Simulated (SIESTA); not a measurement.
Sb under changes of volume

One of the cells (29.904 Å³/atom); the others are scaled copies at fixed shape and fractional positions:

```xyz
2
Lattice="3.1224 0.0000 0.0000 0.0000 4.3475 0.0000 -0.0389 0.0000 4.4059" Properties=species:S:1:pos:R:3 pbc="T T T"
Sb    0.0262    1.0869    1.0625
Sb    3.0573    3.2606    3.3433
```

This isn't the form of Sb at room conditions, which is rhombohedral.

| Item | Value |
| --- | --- |
| Program | SIESTA 5.4.2 |
| Functional | PBEsol |
| Potentials or basis | PseudoDojo 0.4 standard (PBEsol files) |
| Basis | DZP (energy shift 0.003 Ry; two zetas on semicore shells) |
| Grid cutoff | 500 Ry |
| Energy shift | 0.003 Ry |
| k mesh | 9 × 6 × 6 |
| Occupations | fermi-dirac, width 0.05 eV |
| Spin | no spin polarisation |

```tsv
volume (Å³/atom)	energy over the lowest point (meV/atom)	pressure (GPa)	largest force (eV/Å)
28.110	9.26	2.7	0.197
28.708	?	?	?
29.306	0.00	0.0	0.129
29.904	2.43	-1.2	0.098
30.502	8.99	-2.2	0.071
31.100	19.23	-3.2	0.051
31.698	32.64	-4.0	0.035
```

**Question.** What does the run at 28.708 Å³/atom give?

**Answer.** Energy over the lowest point 2.07 meV/atom; pressure 1.2 GPa; largest force 0.160 eV/Å.

Worked out: A Birch-Murnaghan fit of order 3 (a polynomial in V^(-2/3)) to the other rows has its minimum at 29.27 Å³/atom with B0 = V·E''(V) = 60 GPa and B' = 4.5 at fixed shape and positions, which overstates the stiffness. It gives 2.07 meV/atom at 28.708 Å³/atom, against the run's 2.07, and -dE/dV = 1.2 GPa, against 1.2.

Energies are extrapolated to zero smearing.

Caveats: the basis of atomic orbitals isn't converged, which shifts pressures, moduli and gaps.
